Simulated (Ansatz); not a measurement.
**Density of states of Cd**

```cif
data_structure
_symmetry_space_group_name_H-M 'Fd-3m:1'
_symmetry_Int_Tables_number 227
_cell_length_a 6.6800
_cell_length_b 6.6800
_cell_length_c 6.6800
_cell_angle_alpha 90.000
_cell_angle_beta 90.000
_cell_angle_gamma 90.000
_cell_volume 298.08
loop_
_atom_site_label
_atom_site_type_symbol
_atom_site_symmetry_multiplicity
_atom_site_Wyckoff_symbol
_atom_site_fract_x
_atom_site_fract_y
_atom_site_fract_z
_atom_site_occupancy
Cd1 Cd 8 b 0.00000 0.00000 0.50000 1
```

The runs use the primitive cell with vectors (0.000, 3.340, 3.340), (3.340, 0.000, 3.340), (3.340, 3.340, 0.000) Å, to which the k mesh refers.

The cell was built from the diamond type and relaxed in the same program, and has space group Fd-3m; it needn't be a known or the stable phase.

Computed with DFT, PBE, all-electron LAPW, scalar-relativistic (Ansatz 0.2.0).

Settings: a Γ-centred 9×9×9 k mesh, Fermi–Dirac smearing of 0.08 eV, basis error target 0.25 meV/atom, no spin polarisation.

States per eV and cell, averaged over 0.6 eV, from -9.4 to 3.0 eV, with energies (bin centres) from the Fermi level; empty bins are left out. The partial columns, the largest 2 alone, are projections on Löwdin-orthogonalised atomic shells (those that the program's projection atoms carry: the occupied ones and, for some elements, an empty d or f shell; other empty shells have no column), summed over atoms of an element. Weights on diffuse s and p shells depend on that basis and aren't pure angular character.

```
E (eV)  total  Cd 4d  Cd 5s
  -9.2  12.54  12.50   0.04
  -8.6  14.48  14.35   0.12
  -8.0   6.31   6.30   0.00
  -6.2   0.11   0.00   0.11
  -5.6   0.38   0.01   0.37
  -5.0   0.58   0.02   0.55
  -4.4   0.91   0.03   0.86
  -3.8   0.88   0.03   0.84
  -3.2   0.47   0.01   0.44
  -2.6   0.23   0.01   0.21
  -2.0   1.34   0.02   1.12
  -1.4   0.62   0.01   0.50
  -0.8   0.40   0.01   0.31
  -0.2   0.86   0.00   0.22
   0.4   1.18   0.00   0.16
   1.0   1.54   0.00   0.13
   1.6   1.44   0.00   0.08
   2.2   1.25   0.00   0.05
   2.8   0.79   0.00   0.03
```

Problem. Where is the centre of the filled Cd 4d states between -14 eV and the top of the filled states?

Solution. -8.71 eV from the Fermi level.
